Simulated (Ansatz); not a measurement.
**ZrO₂: checking dH/dP = V**

All numbers below come from DFT r2SCAN, scalar-relativistic, plane waves, PAW in Ansatz 0.2.0. (500 eV cutoff, 8×8×8 k-mesh, Gaussian smearing of 0.02 eV, no spin polarisation)

Reference structure (relaxed):

```yaml
crystal:
  lattice:
    - [0.00000, 2.54458, 2.54458]
    - [2.54458, 0.00000, 2.54458]
    - [2.54458, 2.54458, 0.00000]
  atoms:
    - { symbol: Zr, position: [0.00000, 0.00000, 0.00000] }
    - { symbol: O, position: [0.25000, 0.25000, 0.25000] }
    - { symbol: O, position: [0.75000, 0.75000, 0.75000] }
```

Cell and atoms were relaxed at each target pressure within the start's symmetry (Fm-3m), at zero temperature; other phases can be more stable under pressure. H = E + PV with P the target; E is the free energy at the smearing used, whose derivative the pressure is, per atom and counted from zero pressure.

```tsv
P (GPa)	V (Å³/atom)	E − E0 (meV)	H − H0 (meV)
0	10.984	0.0	0.0
2	10.902	0.5	136.6
5	10.780	3.2	339.6
10	10.597	11.7	673.1
20	10.267	42.3	1323.9
40	9.732	141.0	2570.7
```

Q: Thermodynamics gives dH/dP = V along a relaxed path. Integrate V over P by the trapezoid rule and compare with the computed enthalpies.

A: With 1 eV/Å³ = 160.22 GPa, each step adds the mean volume times ΔP / 160.22:
| P (GPa) | ∫V dP (meV) | H − H0 (meV) | difference (meV) |
| --- | --- | --- | --- |
| 2 | 136.6 | 136.6 | 0.0 |
| 5 | 339.6 | 339.6 | 0.0 |
| 10 | 673.1 | 673.1 | 0.0 |
| 20 | 1324.2 | 1323.9 | 0.3 |
| 40 | 2572.4 | 2570.7 | 1.8 |

V(P) curves upward, so the trapezoid rule runs high; integrating a smooth curve through the same points (P as a polynomial of degree 4 in ln V) puts that excess at about 1.9 meV at 40 GPa, against the 1.8 meV found.

Q: At 40 GPa, how much of the enthalpy change is stored energy and how much is the PV term?

A: E rises by 141 meV/atom and PV is 40 × 9.732 / 160.22 = 2430 meV/atom, so PV makes 95 % of ΔH. So between rival structures at high pressure a small difference in volume can outweigh the difference in energy: 1 % of this volume is worth 24.3 meV/atom at this pressure.

Q: What bulk modulus do the lowest pressures give?

A: From the pressures that the runs reached, -2.00 GPa (11.072 Å³) and 1.98 GPa (10.902 Å³), B = −ΔP/Δln V = 3.98 / 0.0155 = 257 GPa, a mean over that range.

Q: The gap is 3.862 eV at -2.00 GPa and 3.910 eV at 1.98 GPa. What pressure coefficient and volume deformation potential follow?

A: dE_g/dP = 12.1 meV/GPa, and a_V = dE_g/d ln V = −B dE_g/dP = -3.11 eV. If the edges move to other points of the zone within the range, this is a mean of two slopes. Gaps are generalised Kohn–Sham gaps over the whole zone.

This fluorite-type form isn't the usual stable structure of the compound.